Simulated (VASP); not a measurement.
Mg: single point with PBEsol

Mg:

```
Mg
1.0
     2.97671   -1.96738    0.00000
     2.97671    1.96738    0.00000
     0.00000    0.00000    8.02543
Mg
4
Direct
  0.85000 0.15000 0.11700
  0.65000 0.35000 0.61700
  0.15000 0.85000 0.88300
  0.35000 0.65000 0.38300
```

The cell was built by a generator and needn't be a form met in nature.

| Property | Result |
| --- | --- |
| Program | VASP 6.6.1 |
| Task | single point |
| Functional | PBEsol |
| Potentials or basis | VASP PAW PBE potentials, release 64 (Mg) |
| Cutoff | 520 eV |
| k mesh | 6 × 6 × 2 |
| Occupations | gaussian, width 0.1 eV |
| Spin | no spin polarisation |

```yaml
Pressure: 6.7 GPa
Largest_force: 3.616 eV/Å
Band_gap_on_the_k_mesh: none (metal or under the smearing width)
```

Forces on the atoms (eV/Å):
```
Mg   0.000  2.326  2.769
Mg   0.000 -2.326  2.769
Mg   0.000 -2.326 -2.769
Mg   0.000  2.326 -2.769
```

Stress tensor (GPa, compression positive):
```
-7.49  0.00  0.00
 0.00  5.49  0.00
 0.00  0.00 22.05
```

Levels at points of the mesh, in eV from the Fermi level:
```tsv
k point	band 1	band 2	band 3	band 4	band 5	band 6	band 7	band 8
(0.00, 0.00, 0.00)	-6.80	-4.62	-4.34	1.50	2.71	5.66	6.33	6.41
(0.50, 0.00, 0.00)	-3.38	-3.38	-1.41	-1.41	-0.80	-0.80	4.43	4.43
(0.50, 0.50, 0.00)	-2.87	-2.38	-0.75	-0.51	-0.41	-0.01	2.33	2.47
(0.00, 0.00, 0.50)	-6.21	-6.21	-1.68	-1.68	5.96	5.96	6.24	6.24
(0.50, 0.00, 0.50)	-2.96	-2.96	-2.66	-2.66	1.35	1.35	1.89	1.89
(0.50, 0.50, 0.50)	-2.30	-2.30	-1.85	-1.85	1.73	1.73	2.51	2.51
```

It took 14 s on 1 thread of Intel(R) Xeon(R) 6975P-C (Granite Rapids), with other jobs on the host, peak memory 0.19 GiB.

Caveat: the k mesh is coarse (spacing up to 0.39 Å⁻¹), so the values aren't converged; the PAW data sets were made with another functional, which shifts forces and pressure a little.
